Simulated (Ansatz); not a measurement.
## Ionic part of the dielectric constant of TlBr at 7 GPa, mode by mode

Method: DFT LDA, scalar-relativistic, plane waves, PAW in Ansatz 0.2.0. Plane waves to 420 eV; Γ-centred k mesh 8×8×8; fixed occupations. No spin polarisation. Phonons by linear response, acoustic sum rule imposed.

It takes space group Pm-3m (No. 221, cubic). Conventional cell: a = 3.659 Å, b = 3.659 Å, c = 3.659 Å, α = 90.00°, β = 90.00°, γ = 90.00°. Around Tl (site symmetry m-3m) lie 8 Br at 3.17 Å. Br (site symmetry m-3m) is surrounded by 8 Tl at 3.17 Å.

Spin–orbit coupling is left out, which matters for heavy elements. The run warned that the force constants aren't converged on this k mesh, so the frequencies and all that is formed from them are rough. The bands were filled as in an insulator; under compression the gap may have closed between mesh points.

The primitive cell has V = 49.01 Å³ and ε∞,yy = 8.864. Each polar mode adds Δε = (4.92064×10⁷/V)·S/ν² along y, with S its oscillator strength in e²/amu, ν in cm⁻¹ and V in Å³.

Q: From these modes, find each Δε and ε0,yy.
```
ν (cm⁻¹) S_yy (e²/amu)
    85.3         0.1017
```

A:
| ν (cm⁻¹) | Δε |
| --- | --- |
| 85.3 | 14.04 |

The sum is 14.037, so ε0,yy = 22.90; the run's tensor has 22.90.

Q: Where do the longitudinal modes lie for a wave vector along y?

A: At 137 cm⁻¹. The Lyddane–Sachs–Teller product Π(ν_LO/ν_TO)² = 2.58 matches ε0/ε∞ = 2.58.

Cost: 1 run of about 0.98 core-minutes, on Arm Neoverse N1 (shared hosts).